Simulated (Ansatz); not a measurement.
**Choice of functional: RbCl**

```
Rb Cl
1.0
     0.00000    3.27400    3.27400
     3.27400    0.00000    3.27400
     3.27400    3.27400    0.00000
Rb Cl
1 1
Direct
  0.00000 0.00000 0.00000
  0.50000 0.50000 0.50000
```

Atom numbers follow the list: Rb1, Cl2.

The cell is COD entry 8103714, as deposited and not checked against the literature; nothing was relaxed. It differs from other determinations.

One fixed cell is solved with several functionals by PAW with the default files in Ansatz 0.2.0, scalar-relativistically. A positive pressure means that the functional wants a larger cell.

The PAW files were made with PBE; their cores are remade for each functional.

Settings: a Γ-centred 6×6×6 k mesh, Fermi–Dirac smearing of 0.03 eV, cutoff 420 eV, no spin polarisation.

Cutoffs: PBE 420 eV, LDA 420 eV, PBEsol 420 eV, r²SCAN 500 eV.

Task: Order the settings by the pressure that they give at this fixed cell, lowest first.
A. LDA
B. PBE
C. PBEsol
D. r²SCAN

Result: A (-1.41 GPa), C (-0.04 GPa), D (0.55 GPa), B (1.15 GPa).

| setting | P (GPa) | gap over the k mesh and a high-symmetry path (eV) | lowest level at Γ above −25 eV, from the valence-band top or, without a gap, the Fermi level (eV) |
| --- | --- | --- | --- |
| PBE | 1.15 | 5.05 | -23.89 |
| LDA | -1.41 | 4.60 | -23.82 |
| PBEsol | -0.04 | 4.89 | -23.84 |
| r²SCAN | 0.55 | 5.65 | -24.63 |
